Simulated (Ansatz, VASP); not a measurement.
# MgSe in VASP and in Ansatz

```
CELL_PARAMETERS angstrom
0.00000 2.72493 2.72493
2.72493 0.00000 2.72493
2.72493 2.72493 0.00000
ATOMIC_POSITIONS crystal
Mg 0.00000 0.00000 0.00000
Se 0.50000 0.50000 0.50000
```

Alike in both runs: functional PBEsol; k mesh 8 × 8 × 8; occupations tetrahedron; no spin polarisation.

Ansatz relaxed the structure, and its values are those at the end. VASP's run is a single point on that final structure, the one shown.

|  | VASP | Ansatz |
| --- | --- | --- |
| version | VASP 6.6.1 | Ansatz 0.2.0 |
| potentials or method | VASP PAW PBE potentials, release 64 (Mg, Se), cutoff 520 eV | all-electron LAPW, scalar-relativistic |

```csv
,VASP,Ansatz,Ansatz less VASP
gap on the k mesh at the Fermi level (eV),1.76,1.78,+0.012
pressure (GPa),-0.1,0.0,+0.04
```

Ansatz ran all-electron here, so the differences hold the error of VASP's frozen core and of both bases. Ansatz warned: «band_table_not_solved_further».

Caveats: the PAW data sets were made with another functional, which shifts forces and pressure a little (VASP). A k mesh can miss the band edges.
